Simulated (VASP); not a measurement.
BN, 4 atoms in the cell. Symmetry: P6_3/mmc, No. 194, hexagonal system. The conventional cell has a = 2.498 Å, b = 2.498 Å, c = 6.636 Å, α = 90.00°, β = 90.00°, γ = 120.00°. B (site symmetry -6m2) is surrounded by 3 N at 1.44 Å. Around N (site symmetry -6m2) lie 3 B at 1.44 Å. 

| Quantity | Value |
| --- | --- |
| Program | VASP 6.6.1 |
| Task | relaxation of cell and atoms |
| Functional | PBE |
| Dispersion | D3(BJ) |
| Potentials or basis | VASP PAW PBE potentials, release 64 (B, N) |
| Cutoff | 520 eV |
| k mesh | 3 × 3 × 1 |
| Occupations | gaussian, width 0.02 eV |
| Spin | no spin polarisation |
| Further INCAR settings | ALGO = Normal; EDIFF = 1e-07; IBRION = 2; EDIFFG = -0.002; NSW = 80; ISIF = 3 |

Potentials or basis: VASP PAW PBE potentials, release 64 (B, N).

The run is started by

```bash
$ cat potpaw_PBE.64/B/POTCAR potpaw_PBE.64/N/POTCAR > POTCAR
$ mpirun -np 1 vasp_std > vasp.out
```

Hardware: 1 thread of Intel(R) Xeon(R) Platinum 8259CL CPU @ 2.50GHz (Skylake/Cascade Lake), with other jobs on the host.

Question: How long does it take, and how much memory?

Answer: It took 17 s on 1 thread of Intel(R) Xeon(R) Platinum 8259CL CPU @ 2.50GHz (Skylake/Cascade Lake) (shared host), peak memory 0.15 GiB. Counts: scf iterations 61, k points 3, ion steps 7.
